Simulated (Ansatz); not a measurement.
# PtTe2 (Te2Pt-type): one cell, many starting occupations, part 2 of 3

Task: map the metastable states of PtTe2 (Te2Pt-type) by varying the start. Cell and atoms stay fixed.

Ansatz 0.2.0; DFT r²SCAN+U (U_eff = 2.5 eV on Pt d), plane waves, PAW, no spin–orbit coupling unless a run says so.

## 5. Random orbitals: fully mixed, first filling

The COD entry's cell or inner coordinates are ideal or old and differ from later refinements, so a difference from it is no clean test against experiment.

input.yaml reads:

```yaml
crystal:
  lattice:
    - [4.01799945, 0.0, 0.0]
    - [-2.00899973, 3.4796896, 0.0]
    - [0.0, 0.0, 5.21199933]
  atoms:
    - { symbol: Te, position: [0.3333333333, 0.6666666667, 0.25] }
    - { symbol: Te, position: [0.6666666667, 0.3333333333, 0.75] }
    - { symbol: Pt, position: [0.0, 0.0, 0.0], spin: 4.0 }
basis:
  ecutwfc: 500
  ecutrho_ratio: 4
kpoints:
  mp_grid: { grid: [6, 6, 4] }
hamiltonian:
  xc: r2scan
  hubbard:
    sites:
      - { site: 2, l: d, u_eff: 2.5, starting_ns: [{ spin: up, occupation_matrix: s2up }, { spin: down, occupation_matrix: s2down }] }
    occupation_matrices:
      s2up:
        matrix:
          - [0.97, 0.0, 0.0, 0.0, 0.0]
          - [0.0, 0.97, 0.0, 0.0, 0.0]
          - [0.0, 0.0, 0.97, 0.0, 0.0]
          - [0.0, 0.0, 0.0, 0.97, 0.0]
          - [0.0, 0.0, 0.0, 0.0, 0.97]
      s2down:
        matrix:
          - [0.07491, 0.08465, 0.02059, 0.20132, 0.03203]
          - [0.08465, 0.1505, 0.03174, 0.31038, 0.04938]
          - [0.02059, 0.03174, 0.02772, 0.0755, 0.01201]
          - [0.20132, 0.31038, 0.0755, 0.75819, 0.11744]
          - [0.03203, 0.04938, 0.01201, 0.11744, 0.03868]
    ns_hold: { iters: 5 }
scf:
  occupations: { method: gaussian, width: 0.05 }
  lower_state_search: "off"
  max_iter: 150
output:
  forces: true
  stress: true
  eigenvalues: true
  populations: true
  hubbard: { sites: [{ site: 2, l: d }] }
  write_density: true
  write_potential: true
  elf: true
  volumetric_format: npy
magnetization:
  spin_polarized: true
```

The typed matrices put 0.97 on the chosen orbitals and 0.02 on the others, and are held for 5 cycles.

Started as:

```
$ ansatz run input.yaml --threads 4 --pin off --max-ram 6144MiB --backend cpu --events-out ev --progress --plain --runs-dir out
```

The log of the run:

```text
Warning: crystal.symmetry: narrowed to the stabiliser of the occupation matrices — unitary ops 12 → 2; lowered by the specified shell (site 2, l: d); largest admitted image defect 4.4e-16, smallest excluded 4.4e-1 — at a splitting's scale: the group the occupation matrices' own texture admits
Warning: RAYON_NUM_THREADS=4 ignored (pool sized by the plan → 4); use --threads N
Te: projections on atomic orbitals take those of the free atom [Kr] 4d10 5s2 5p4, of charge +0.00 (hamiltonian.pseudopotentials.projection_atoms); the dataset's partial waves leave at most 7.8e-6 of an orbital's norm unspanned inside its sphere
Pt: projections on atomic orbitals take those of the free atom [Kr 4d10 4f14] 5s2 5p6 5d9 6s1, of charge +0.00 (hamiltonian.pseudopotentials.projection_atoms); the dataset's partial waves leave at most 9.1e-5 of an orbital's norm unspanned inside its sphere
Engine: ansatz 0.2.0, aarch64-unknown-linux-gnu
Pseudopotentials: kind: paw
Pseudopotential: Te, paw, valence charge 16, recommended cutoff 500 eV (meta_gga), Te.paw.azcp
Pseudopotential: Pt, paw, valence charge 18, recommended cutoff 500 eV (meta_gga), Pt.paw.azcp
Functional definition: r2SCAN
  parameter k0 = 0.174
  parameter k1 = 0.065
  parameter a1 = 4.9479
  exchange = r2scan_x(k0 = k0, k1 = k1, a1 = a1)
  correlation = r2scan_c
Crystal: 3 atoms, lattice volume = 72.871 Å³
Basis set: ecut = 500 eV, 1849 PW (Γ), exchange–correlation on 120×120×160 points (64 copies of the dense FFT grid, shifted against one another)
Bands: 33, of which v1, the nominal top of the filled ones, is band 25 counted from 1 (24 counted from 0)
Symmetry: 2 space group operations
k-points: 76 of 144
Non-local potential: Te, projectors of the file, l = 0: 2, l = 1: 2, l = 2: 2, l = 3: 2
Non-local potential: Pt, projectors of the file, l = 0: 3, l = 1: 2, l = 2: 2, l = 3: 1
PAW form: soft (Blöchl's): semilocal exchange-correlation on the pseudo side does not see the compensation charge
PAW frozen core: Te, regenerated for the run's functional (the file was generated under x = pbe(κ = 0.804, μ = 0.2195149727645171), c = pbe(β = 0.06672455060314922))
PAW frozen core: Pt, regenerated for the run's functional (the file was generated under x = pbe(κ = 0.804, μ = 0.2195149727645171), c = pbe(β = 0.06672455060314922))
PAW one-centre angular grid: Te, 590 points (default); XC on 160 Gauss nodes
PAW one-centre angular grid: Pt, 590 points (default); XC on 160 Gauss nodes
Initial density: superposition of atomic densities (chi_scale 0.1, normalization cell)
Starting moments: Σ|m| = 4 μB on 1 of 3 sites
Initial wavefunctions: pseudopotential atomic-orbital guess
Functional: x = r2scan, c = r2scan; τ floored in thin density (d = 2e-4 eV/Å³)
SCF iter   1: F=—  HF=-26520.835366 eV  |F-HF|=—  |Δ(HF+E_count)|=         —  Δρ=1.05e-1 (↑1.05e-1 ↓7.43e-2)  dr2=1.90e0  dr2_τ=4.96e-1  dr2_m=5.11e0  M=0.639 μB ∫|m|=1.405 μB  β_m=0.30  ethr=3.10e-3  ⟨swp⟩=8.2  Hψ=23378  notcnv=0  defer=10
preconditioner: auto → Kerker (q_TF=auto, 2.562 Å⁻¹)  [metal: Δε(μ)=0.001 eV  Ē_g=11.543 eV  σ=0.050 eV  W_gap=0.01  n_scr=22 (ndim 8)  ℏωp=20.4 eV  f_vac=0.007  D(μ)=3.84/eV (n_scr^D=34)]
spin=Collinear: Kerker preconditioning applied to the charge; magnetization (m = ρ↑ − ρ↓) channel mixes plain (no charge-response kernel on spin).
SCF iter   2: F=—  HF=-26521.413994 eV  |F-HF|=—  |Δ(HF+E_count)|=   5.79e-1  Δρ=7.46e-2 (↑7.46e-2 ↓6.30e-2)  dr2=4.19e-1  dr2_τ=6.21e-2  dr2_m=3.03e0  M=0.392 μB ∫|m|=1.185 μB  β_m=0.30  ethr=3.10e-3  ⟨swp⟩=2.0  Hψ=7031  notcnv=0  defer=364  κ⁻¹=1.0e0(r=1)
preconditioner: auto → Resta (q_TF=auto, 2.562 Å⁻¹)  ε∞=4.1  [insulator: Δε(μ)=0.088 eV  Ē_g=11.632 eV  σ=0.050 eV  W_gap=0.70  n_scr=22 (ndim 8)  ℏωp=20.4 eV  f_vac=0.008  D(μ)=0.53/eV (n_scr^D=0)  ε∞_Penn≈4.1]
spin=Collinear: Resta preconditioning applied to the charge; magnetization (m = ρ↑ − ρ↓) channel mixes plain (no charge-response kernel on spin).
SCF iter   3: F=—  HF=-26521.999443 eV  |F-HF|=—  |Δ(HF+E_count)|=   5.85e-1  Δρ=5.07e-2 (↑5.07e-2 ↓5.07e-2)  dr2=8.57e-2  dr2_τ=2.80e-2  dr2_m=1.68e0  M=0.357 μB ∫|m|=1.008 μB  β_m=0.30  ethr=8.37e-4  ⟨swp⟩=2.1  Hψ=5954  notcnv=0  defer=421  κ⁻¹=1.3e-2(r=2)
SCF iter   4: F=—  HF=-26522.368068 eV  |F-HF|=—  |Δ(HF+E_count)|=   3.69e-1  Δρ=3.75e-2 (↑3.57e-2 ↓3.75e-2)  dr2=1.20e-2  dr2_τ=1.15e-2  dr2_m=8.93e-1  M=0.347 μB ∫|m|=0.909 μB  β_m=0.30  ethr=1.71e-4  ⟨swp⟩=2.6  Hψ=8247  notcnv=0  defer=420  κ⁻¹=7.7e-4(r=3)
SCF iter   5: F=—  HF=-26522.562105 eV  |F-HF|=—  |Δ(HF+E_count)|=   1.94e-1  Δρ=2.70e-2 (↑2.66e-2 ↓2.70e-2)  dr2=1.85e-3  dr2_τ=5.95e-3  dr2_m=4.78e-1  M=0.346 μB ∫|m|=0.837 μB  β_m=0.30  ethr=2.40e-5  ⟨swp⟩=2.0  Hψ=6847  notcnv=0  defer=422  κ⁻¹=8.0e-5(r=4)
SCF iter   6: F=—  HF=-26522.667865 eV  |F-HF|=—  |Δ(HF+E_count)|=   1.06e-1  Δρ=1.99e-2 (↑1.99e-2 ↓1.95e-2)  dr2=3.43e-4  dr2_τ=3.31e-3  dr2_m=2.60e-1  M=0.335 μB ∫|m|=0.786 μB  β_m=0.30  ethr=3.70e-6  ⟨swp⟩=2.0  Hψ=9285  notcnv=0  defer=422  κ⁻¹=2.2e-5(r=5)
Mixer restart at iter 6: flushing history
SCF iter   7: F=-26526.374951 eV  HF=-26524.503508 eV  |F-HF|=1.87e0  |Δ(HF+E_count)|=         —  Δρ=1.91e-2 (↑1.53e-2 ↓1.91e-2)  dr2=2.93e-2  dr2_τ=4.94e-3  dr2_m=1.96e-1  M=0.237 μB ∫|m|=0.641 μB  β_m=0.43  ethr=6.86e-7  ⟨swp⟩=3.3  Hψ=10329  notcnv=0  defer=422
Mixer restart at iter 7: flushing history
spin-set hold released at iteration 7 (site moments contracting): the magnetisation degrees of freedom join the quasi-Newton model from the next iteration; the mixer history was flushed
SCF iter   8: F=-26526.462336 eV  HF=-26525.493626 eV  |F-HF|=9.69e-1  |Δ(HF+E_count)|=   9.90e-1  Δρ=1.43e-2 (↑1.07e-2 ↓1.43e-2)  dr2=2.77e-2  dr2_τ=2.29e-3  dr2_m=1.02e-1  M=0.178 μB ∫|m|=0.525 μB  β_m=0.30  ethr=6.86e-7  ⟨swp⟩=2.7  Hψ=11103  notcnv=0  defer=407  κ⁻¹=1.0e0(r=1)
[... 6 lines left out ...]
SCF iter  15: F=-26526.605706 eV  HF=-26526.605706 eV  |F-HF|=1.57e-7  |Δ(HF+E_count)|=   1.55e-5  Δρ=1.71e-5 (↑1.41e-5 ↓1.71e-5)  dr2=1.54e-7  dr2_τ=4.20e-9  dr2_m=1.04e-7  M=-0.000 μB ∫|m|=0.000 μB  β_m=0.61  ethr=6.98e-9  ⟨swp⟩=2.0  Hψ=8422  notcnv=0  defer=399  κ⁻¹=2.3e-8(r=8)
iter 16 did not close the SCF: its close was put off for a magnetic moment that had not settled (scf_convergence_deferred on its scf_iter line)
SCF iter  16: F=-26526.605706 eV  HF=-26526.605706 eV  |F-HF|=7.09e-8  |Δ(HF+E_count)|=   2.15e-7  Δρ=8.57e-6 (↑7.10e-6 ↓8.57e-6)  dr2=2.46e-8  dr2_τ=1.12e-9  dr2_m=2.49e-8  M=-0.000 μB ∫|m|=0.000 μB  β_m=0.30  ethr=2.00e-10  ⟨swp⟩=14.8  Hψ=35973  notcnv=0  κ⁻¹=1.8e-8(r=8)
iter 17 did not close the SCF: its close was put off for a magnetic moment that had not settled (scf_convergence_deferred on its scf_iter line)
SCF iter  17: F=-26526.605707 eV  HF=-26526.605706 eV  |F-HF|=1.24e-8  |Δ(HF+E_count)|=   8.89e-8  Δρ=3.54e-6 (↑3.17e-6 ↓3.54e-6)  dr2=8.22e-9  dr2_τ=1.76e-10  dr2_m=3.34e-9  M=-0.000 μB ∫|m|=0.000 μB  β_m=0.30  ethr=4.92e-11  ⟨swp⟩=6.2  Hψ=28458  notcnv=0  κ⁻¹=5.2e-7(r=8)
iter 18 did not close the SCF: its close was put off for a magnetic moment that had not settled (scf_convergence_deferred on its scf_iter line)
SCF iter  18: F=-26526.605707 eV  HF=-26526.605707 eV  |F-HF|=1.22e-9  |Δ(HF+E_count)|=   1.81e-8  Δρ=9.29e-7 (↑6.74e-7 ↓9.29e-7)  dr2=5.90e-10  dr2_τ=1.57e-11  dr2_m=2.60e-10  M=-0.000 μB ∫|m|=0.000 μB  β_m=0.68  ethr=1.64e-11  ⟨swp⟩=6.0  Hψ=27939  notcnv=0  κ⁻¹=7.2e-8(r=8)
iter 19 did not close the SCF: its close was put off for a magnetic moment that had not settled (scf_convergence_deferred on its scf_iter line)
SCF iter  19: F=-26526.605707 eV  HF=-26526.605707 eV  |F-HF|=3.71e-10  |Δ(HF+E_count)|=   1.32e-9  Δρ=4.55e-7 (↑3.86e-7 ↓4.55e-7)  dr2=2.26e-10  dr2_τ=3.38e-12  dr2_m=5.24e-11  M=-0.000 μB ∫|m|=0.000 μB  β_m=0.37  ethr=1.18e-12  ⟨swp⟩=4.9  Hψ=24591  notcnv=0  κ⁻¹=2.1e-7(r=8)
SCF iter  20: F=-26526.605707 eV  HF=-26526.605707 eV  |F-HF|=4.00e-11  |Δ(HF+E_count)|=  5.17e-10  Δρ=1.81e-7 (↑1.81e-7 ↓1.74e-7)  dr2=4.97e-11  dr2_τ=5.44e-13  dr2_m=4.06e-12  M=-0.000 μB ∫|m|=0.000 μB  ethr=1.00e-12  ⟨swp⟩=4.9  Hψ=25011  notcnv=0
WARN: the starting moments were not kept: the SCF closed with an absolute magnetisation of 3.2e-6 μB, where they sum to 4 μB in size (1 site). That is at most 0.1 of that sum. Measured as dr2_m measures the in/out step, that magnetisation stands 9.8e-13 eV from none, at or under the dr2_threshold of 1.0e-7 eV: it is no larger than a step whose dr2_m would equal this threshold. The system may hold no moment; this SCF shows only that its start led to no more than that. To try another start: raise the starting moments (crystal.atoms[].spin, magnetization.per_species, magnetization.initial_magnetization, or on a non-collinear deck that types none of these the spinor_matrix: blocks that start its atoms; where the total moment is fixed, keep their sum and leave initial_magnetization as it is; typed ones take the place of any that the run laid by itself, positive ones on a crystal's lanthanoids without a Hubbard term where scf.initial_density.shell_occupations: [] is typed) or, if the notice of its spin-set hold's release reads "site moments contracting" or "site moments show no strong build", lengthen the hold (scf.mixing.spin_hold: { on: { confirm: 4 } }; for m-r²SCAN on two components see the key's manual first). Each may lead to a state that holds a moment. A second SCF, from the converged charge density, with the starting moments and any scf.initial_density.shell_occupations laid on it anew, would have followed, and was not run: the deck does not ask for one (magnetization.retry_lost_moments is false, the default). To let it run, set magnetization.retry_lost_moments: true and run the deck again, where that key's refused combinations let it; where memory then withholds it, that run's warning says so.
WARN: hamiltonian.hubbard: on 1 of 2 specified blocks the occupation matrix of this SCF's result fails the test of the specified filling. At site 2 ↓ (sites count from 0 in the list of atoms of the cell that this SCF solves) the least filled combination of the orbitals specified full has occupation 0.876, and the fullest combination of the orbitals specified empty has occupation 0.979; the filling counts as kept where the first is at least 0.75 and exceeds the second by more than 0.25. The state of this SCF's result may not hold the specified filling, though these bounds can also misjudge a state that does. This warning does not say which state is lower in energy, or whether the specified filling is a self-consistent state at all; see hamiltonian.hubbard.sites[].starting_ns, Limitations, and scf.initial_density.shell_occupations in the input reference
SCF 1 converged in 20 iterations: F = -26526.605707 eV  dr2 = 4.97e-11
this state was not tested for a lower state beside it, because the mixer in use, unlike msr1, does not test its closes by its own steps (another_mixer; see scf.mixing.algorithm and scf.lower_state_search)
SCF converged after 20 iterations
Magnetization: -0.0000 μB (25.0000 up, 25.0000 down)
Absolute magnetization: 0.0000 μB (∫|ρ↑−ρ↓|, with the PAW one-centre terms)
Spin contamination: 0.0000 ħ² per cell (⟨S²⟩ above its minimum at these occupations)
Per-site moments (μB) at R_I (Å): [(-1.5209133369670863e-7, 1.0975328539957738), (-1.5209133377294684e-7, 1.0975328539957738), (-9.839433589787753e-8, 1.0975328539957738)]
Free energy (F): -26526.605707 eV
Harris-Foulkes:  -26526.605707 eV  (|F-HF|=4.00e-11)
Internal energy: -26526.604970 eV  (E = F + TS)
E sigma→0 (E₀):  -26526.605338 eV
Entropy (-TS):   -0.000736 eV (-0.245 meV/atom)
Fermi energy:    13.848706 eV
--- Per-component energies (eV) ---
  E_band       = -743.640585
  E_kinetic    = 1004.223503
  E_local      = -4565.620462  (includes V_loc(G=0)·N_el)
  E_nonlocal   = -419.187352
  E_hartree    = 2428.849344
  E_xc         = -482.890164
  E_vxc        = -564.821117  (∫ρ·V_xc dr)
  E_hubbard    = 0.998050  (on-site DFT+U / exact-exchange correction)
  E_vhub       = -9.275187  (the Hubbard potential's part of the band-sum identity)
  E_paw        = -18853.897524  (= ΣΔE_a)
  E_vpaw       = -1082.230352  (= ΣTr[D̂ρ^β])
  E_aug_tail   = 0.000094  (compensation charges beyond the density's cutoff)
  E_vtau       = 35.571411  (kinetic-family band-sum trace: ∫τ·v_τ [+ j·A + Jᵃ·Aᵃ] dr)
  E_ewald      = -5639.418675
  E_core_change = 0.338216  (= ΣΔE_core)
  E_smearing   = -0.000736  (= −TS)
  E_closure    = -0.000000  (closes the sum)
  Σ components = -26526.605707   (vs F -26526.605707, Δ=0.00e0)
--- Specified on-site occupations, and those of the state reported ---
  electrons in the specified blocks: 5.9000 specified, 9.0170 found
  site 2 (l=d) ↓: largest change of an orbital's occupation 0.9588; electrons 1.0500 specified, 4.5085 found; spectral distance 1.7354
  site 2 (l=d) ↑: largest change of an orbital's occupation 0.1831; electrons 4.8500 specified, 4.5085 found; spectral distance 0.2594
--- Forces (eV/Å), atoms counted from 1 ---
  atom   1  Te    -0.00000040     0.00000151     0.83584381
  atom   2  Te     0.00000040    -0.00000151    -0.83584381
  atom   3  Pt     0.00000000     0.00000000     0.00000000
  max |Σ_I F_I| component: 0.00e0 eV/Å
--- Stress (GPa, compression-positive) ---
        6.134584       0.000001       0.000000
        0.000000       6.134592       0.000005
       -0.000000       0.000004       6.007636
  P = ⅓ Tr σ = 6.0923 GPa (60.923 kbar)
--- Band table (eV; the first three rows and the last of 152) ---
  k-point 0 ↑: bands = ["-87.2071", "-40.9110", "-40.9110", "-40.7780", "-24.7777", "-24.7777", "-24.7592", "-24.7569", "-24.7569", "-24.7566", "-24.7566", "-24.7556", "-24.7452", "-24.7452", "-0.9784", "2.7547", "6.3451", "7.0856", "7.0856", "8.8108", "8.8108", "10.3876", "13.2042", "13.2042", "14.9415", "14.9415", "15.2660", "16.9439", "18.7841", "20.0956", "20.0956", "23.9147", "24.0353"]
  k-point 1 ↑: bands = ["-87.2071", "-40.9110", "-40.9110", "-40.7780", "-24.7747", "-24.7747", "-24.7592", "-24.7592", "-24.7587", "-24.7579", "-24.7579", "-24.7560", "-24.7446", "-24.7446", "-0.7043", "1.8892", "7.1239", "7.1239", "7.3072", "8.7888", "8.7888", "10.6514", "12.8490", "12.8490", "13.9988", "15.5272", "15.5272", "17.4217", "19.5348", "19.6910", "19.6910", "22.7004", "22.7964"]
  k-point 2 ↑: bands = ["-87.2071", "-40.9110", "-40.9110", "-40.7780", "-24.7692", "-24.7692", "-24.7644", "-24.7644", "-24.7589", "-24.7589", "-24.7579", "-24.7568", "-24.7440", "-24.7440", "-0.2372", "1.0027", "7.1634", "7.1634", "8.1249", "8.7676", "8.7676", "11.5039", "12.3223", "12.5808", "12.5808", "16.1300", "16.1300", "18.2994", "19.1717", "19.1717", "20.1611", "21.3064", "21.6285"]
  k-point 75 ↓: bands = ["-87.2071", "-40.9151", "-40.9121", "-40.7777", "-24.7716", "-24.7715", "-24.7676", "-24.7597", "-24.7596", "-24.7541", "-24.7515", "-24.7491", "-24.7473", "-24.7447", "1.0925", "1.6417", "5.8846", "7.6417", "7.8150", "8.5660", "9.0169", "9.1566", "9.7887", "11.0391", "13.0157", "14.4016", "15.3264", "18.4301", "18.5351", "20.6291", "22.7375", "23.7142", "25.8509"]
Occupation matrices written to <dir>
--- Löwdin populations: 3 sites ---
  site symbol       q [e]    m [muB]
     0     Te     15.9506    -0.0000
     1     Te     15.9506    -0.0000
     2     Pt     17.8382    -0.0000
  spilling = 0.005212 (of n_electrons = 50.000000)
--- Occupation matrices: 1 shell (run DFT+U table (all-electron-ortho-atomic); ε = 4.06e-4) ---
  Pt2 d_5D: site group D3d (-3m)
  Pt2 d_5D up     Tr n = 4.5085  λ = 0.787 0.787 0.977 0.979 0.979  [2× yz 0.30 Eg(1.00) | z2 1.00 A1g(1.00) | 2× x2-y2 0.30 Eg(1.00)]
  Pt2 d_5D dn     Tr n = 4.5085  λ = 0.787 0.787 0.977 0.979 0.979  [2× xz 0.30 Eg(1.00) | z2 1.00 A1g(1.00) | 2× xy 0.30 Eg(1.00)]
  specified occupation → Pt2 d_5D up: matrix, ‖Δ‖_F = 0.2594, Tr Δ = +0.3415, displaced = 0.1955, d_λ = 0.2594; orbital distance = 0.0000
  specified occupation → Pt2 d_5D dn: matrix, ‖Δ‖_F = 1.7906, Tr Δ = -3.4585, displaced = 1.8322, d_λ = 1.7354; orbital distance = 1.0442
  Tr n, λ and their labels are of the run-group-symmetrised matrices; stabiliser: 24 of 24 elements of G0×{1,Θ} (closed), max defect 8.2e-7 at τ = 8.6e-5
```

Run time: 33 s. Hardware: 4 threads of Arm Neoverse V2, shared host; peak memory 0.89 GiB.

Result: no gap, pressure 6.1 GPa, no moment over 0.05 μB in any sphere, largest force component 0.84 eV/Å, 2 symmetry operations imposed. The program reports that the typed filling wasn't kept.

The shells' filling, with natural orbitals sorted by occupation:

```tsv
shell	channel	electrons	over 0.8	0.2 to 0.8	under 0.2
Pt 5d (atom 3)	up	4.51	3	2	0
Pt 5d (atom 3)	down	4.51	3	2	0
```

Density in a lattice plane of the grid's cell (edges 4.02 and 5.21 Å, at 0.000 of the third edge), which holds Pt.

Values in e/Å³, 12 rows by 10 columns:
```
 8.30  5.27  1.32  0.38  0.23  0.20  0.23  0.38  1.31  5.27
 1.82  1.11  0.47  0.31  0.28  0.29  0.28  0.31  0.47  1.11
 0.27  0.24  0.21  0.23  0.30  0.34  0.30  0.24  0.21  0.24
 0.07  0.08  0.10  0.16  0.24  0.28  0.24  0.16  0.10  0.08
 0.03  0.04  0.05  0.10  0.15  0.18  0.15  0.10  0.05  0.04
 0.02  0.02  0.04  0.07  0.11  0.14  0.11  0.07  0.04  0.02
 0.03  0.04  0.05  0.10  0.15  0.18  0.15  0.10  0.05  0.04
 0.07  0.08  0.10  0.16  0.24  0.28  0.24  0.16  0.10  0.08
 0.27  0.24  0.21  0.24  0.30  0.34  0.30  0.23  0.21  0.24
 1.82  1.11  0.47  0.31  0.28  0.29  0.28  0.31  0.47  1.11
 8.30  5.27  1.31  0.38  0.23  0.20  0.23  0.38  1.32  5.27
11.90  8.72  2.32  0.43  0.20  0.16  0.20  0.43  2.32  8.72
```
Columns run along the first of these edges and rows up along the second, over one cell in 10 and 12 even steps from the bottom left corner. Atoms in the plane (fractional): Pt at (0.00, 0.00).

ELF in the same plane.

Values, 12 rows by 10 columns:
```
0.68 0.60 0.38 0.31 0.34 0.32 0.34 0.31 0.38 0.60
0.50 0.39 0.30 0.43 0.49 0.46 0.49 0.43 0.30 0.39
0.30 0.28 0.32 0.49 0.53 0.50 0.52 0.49 0.32 0.28
0.16 0.15 0.23 0.43 0.55 0.56 0.55 0.43 0.23 0.15
0.04 0.04 0.09 0.23 0.38 0.44 0.38 0.23 0.09 0.04
0.01 0.02 0.04 0.11 0.20 0.24 0.20 0.11 0.04 0.02
0.04 0.04 0.09 0.23 0.38 0.44 0.38 0.23 0.09 0.04
0.16 0.15 0.23 0.43 0.55 0.56 0.55 0.43 0.23 0.15
0.30 0.28 0.32 0.49 0.52 0.50 0.53 0.49 0.32 0.28
0.50 0.39 0.30 0.43 0.49 0.46 0.49 0.43 0.30 0.39
0.68 0.60 0.38 0.31 0.34 0.32 0.34 0.31 0.38 0.60
0.66 0.68 0.49 0.28 0.23 0.18 0.23 0.28 0.49 0.68
```
Columns run along the first of these edges and rows up along the second, over one cell in 10 and 12 even steps from the bottom left corner. Atoms in the plane (fractional): Pt at (0.00, 0.00).

Both are smooth fields of the valence electrons: close to the nuclei they are not physical.

Maxima of ELF outside the ion cores: 0.74 beside Te, off the lines to its neighbours, 1.2 Å from Te; 0.61 on the Te–Pt line, 1.2 Å from Te.

ELF in the plane through atom 1 (Te) and two of its nearest Pt neighbours, 7.2 Å on a side, that atom in the middle and its first bond to the right.

Ten even steps from ' ' (0.01) to '@' (0.72):
```
######****++------====--====--==++########%%%%%%==
++--::--++****====**##%%##**==++##**++----++##%%**
--      --**##==++%%@@@@@@**--**##++..    ..++####
--      ==####====%%@@@@@@**==**##++..    ..++##**
**++==++**##**====**####**++==++**++++----++**##++
%%%%######**==----====--====------++**####%%##**--
++****++--::....--++##%%%%##++--::--++++++++====--
::::::::..    ::++####**++++++**++----==++++++==--
##%%%%##==....--##**==..  ..==**##====##%%@@@@**==
%%@@@@@@@@==::==####--  --  --**%%====##@@@@@@##==
####%%@@@@**::==%%##++..  ..==####====##@@%%%%**==
######%%@@**::::##%%####******##**====++++++====--
**####%%%%++....--**%%%%%%##**==::::--====++++++==
**######++--      ..::------::..  ..==**##%%####**
==++++==--::..  ..::--====--::    ::**##**==--==++
------------::::==##%%@@@@@@##--..==####==      --
--========----==##%%%%%%%%@@@@**::==####==      ::
======++======++##########%%@@##::--##%%**==----++
==========----++##########%%%%##::..++%%%%%%######
```
Atoms in the plane (Å from the middle): Te (2.3, 2.6), Te (-3.0, 2.6), Te (0.0, 0.0), Pt (-0.4, 2.6), Te (3.0, -2.6), Pt (2.7, 0.0).

[end of part 2 of 3]
